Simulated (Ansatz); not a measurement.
# Al: the cost of one run

All numbers below are computed with Ansatz 0.2.0 (DFT PBE+D3(BJ), plane waves, PAW, scalar-relativistic, no spin polarisation).

## (1) Starting point

The cell holds 20 atoms (Al20): a = 5.728 Å, b = 5.728 Å, c = 21.100 Å, α = 90.00°, β = 90.00°, γ = 90.00°.

Structure file:

```cif
data_structure
_symmetry_space_group_name_H-M 'P 1'
_symmetry_Int_Tables_number 1
_cell_length_a 5.7276
_cell_length_b 5.7276
_cell_length_c 21.1000
_cell_angle_alpha 90.000
_cell_angle_beta 90.000
_cell_angle_gamma 90.000
_cell_volume 692.19
loop_
_atom_site_label
_atom_site_type_symbol
_atom_site_fract_x
_atom_site_fract_y
_atom_site_fract_z
_atom_site_occupancy
Al1 Al 0.00000 0.00000 0.04739 1
Al2 Al 0.50000 0.00000 0.04739 1
Al3 Al 0.00000 0.50000 0.04739 1
Al4 Al 0.50000 0.50000 0.04739 1
Al5 Al 0.25000 0.25000 0.14336 1
Al6 Al 0.75000 0.25000 0.14336 1
Al7 Al 0.25000 0.75000 0.14336 1
Al8 Al 0.75000 0.75000 0.14336 1
Al9 Al 0.00000 0.00000 0.23934 1
Al10 Al 0.50000 0.00000 0.23934 1
Al11 Al 0.00000 0.50000 0.23934 1
Al12 Al 0.50000 0.50000 0.23934 1
Al13 Al 0.25000 0.25000 0.33531 1
Al14 Al 0.75000 0.25000 0.33531 1
Al15 Al 0.25000 0.75000 0.33531 1
Al16 Al 0.75000 0.75000 0.33531 1
Al17 Al 0.00000 0.00000 0.43128 1
Al18 Al 0.50000 0.00000 0.43128 1
Al19 Al 0.00000 0.50000 0.43128 1
Al20 Al 0.50000 0.50000 0.43128 1
```

## (2) Preparing the start

File input.yaml:

```yaml
crystal:
  lattice:
    - [5.727565, 0.0, 0.0]
    - [0.0, 5.727565, 0.0]
    - [0.0, 0.0, 21.1]
  atoms:
    - { symbol: Al, position: [0.0, 0.0, 0.0473934] }
    - { symbol: Al, position: [0.5, 0.0, 0.0473934] }
    - { symbol: Al, position: [0.0, 0.5, 0.0473934] }
    - { symbol: Al, position: [0.5, 0.5, 0.0473934] }
    - { symbol: Al, position: [0.25, 0.25, 0.1433649] }
    - { symbol: Al, position: [0.75, 0.25, 0.1433649] }
    - { symbol: Al, position: [0.25, 0.75, 0.1433649] }
    - { symbol: Al, position: [0.75, 0.75, 0.1433649] }
    - { symbol: Al, position: [0.0, 0.0, 0.2393365] }
    - { symbol: Al, position: [0.5, 0.0, 0.2393365] }
    - { symbol: Al, position: [0.0, 0.5, 0.2393365] }
    - { symbol: Al, position: [0.5, 0.5, 0.2393365] }
    - { symbol: Al, position: [0.25, 0.25, 0.3353081] }
    - { symbol: Al, position: [0.75, 0.25, 0.3353081] }
    - { symbol: Al, position: [0.25, 0.75, 0.3353081] }
    - { symbol: Al, position: [0.75, 0.75, 0.3353081] }
    - { symbol: Al, position: [0.0, 0.0, 0.4312796] }
    - { symbol: Al, position: [0.5, 0.0, 0.4312796] }
    - { symbol: Al, position: [0.0, 0.5, 0.4312796] }
    - { symbol: Al, position: [0.5, 0.5, 0.4312796] }
basis:
  ecutwfc: 420.0
kpoints:
  mp_grid: { grid: [3, 3, 1] }
hamiltonian:
  xc: pbe
  dispersion: d3bj
scf:
  occupations: { method: fermi_dirac, width: 0.1 }
  lower_state_search: "off"
relax:
  f_tol: 0.08
  max_steps: 25
  adjacent_minimum: "off"
  constraints: [{ sites: [0, 1, 2, 3] }]
```

On the command line:

```sh
$ ansatz run input.yaml --threads 1 --pin off --max-ram 3072MiB --backend cpu --events-out ev --progress --plain --runs-dir out
```

What time and memory should one allow on 1 thread of Arm Neoverse V2, shared host?

About 14 s, with a peak of 0.58 GiB.
